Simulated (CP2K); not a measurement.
HfO2:

```
Hf O
1.0
     5.11800    0.00000    0.00000
     0.00000    5.18570    0.00000
    -0.85866    0.00000    5.21387
Hf O
4 8
Direct
  0.27550 0.46030 0.70800
  0.72450 0.96030 0.79200
  0.72450 0.53970 0.29200
  0.27550 0.03970 0.20800
  0.07420 0.16840 0.84670
  0.92580 0.66840 0.65330
  0.92580 0.83160 0.15330
  0.07420 0.33160 0.34670
  0.44870 0.74190 0.98010
  0.55130 0.24190 0.51990
  0.55130 0.25810 0.01990
  0.44870 0.75810 0.48010
```

Program: CP2K 2026.2. Alike in all runs: task band structure; no spin polarisation; cell as given; k mesh 5 × 5 × 5.

Question: Order these runs on this cell by their pressure, lowest first.
A. level PBEsol; potentials or basis POTENTIAL_UZH Hf GTH-PBE-q12, O GTH-PBE-q6; TZVP-MOLOPT-PBE-GTH basis; smearing fermi-dirac 0.01 eV; EPS_DEFAULT 1.0E-10; NGRIDS 5; points a segment of the path (NPOINTS) 6; CUTOFF of the grids 600 Ry
B. level PBE; potentials or basis POTENTIAL_UZH Hf GTH-PBE-q12, O GTH-PBE-q6; TZVP-MOLOPT-PBE-GTH basis; smearing fermi-dirac 0.05 eV; EPS_DEFAULT 1.0E-10; NGRIDS 4; points a segment of the path (NPOINTS) 10; CUTOFF of the grids 600 Ry
C. level r2SCAN; potentials or basis POTENTIAL_UZH Hf GTH-SCAN-q12, O GTH-SCAN-q6; TZVP-MOLOPT-SCAN-GTH basis; smearing fermi-dirac 0.01 eV; EPS_DEFAULT 1.0E-9; NGRIDS 4; points a segment of the path (NPOINTS) 6; CUTOFF of the grids 850 Ry

Answer: C (-7.8 GPa), A (-5.7 GPa), B (0.0 GPa).

Caveats: the basis of atomic orbitals isn't converged, which shifts pressures, moduli and gaps; the potentials were made for another functional, which shifts forces and pressure (some runs).

Not every run made on this cell is shown here.
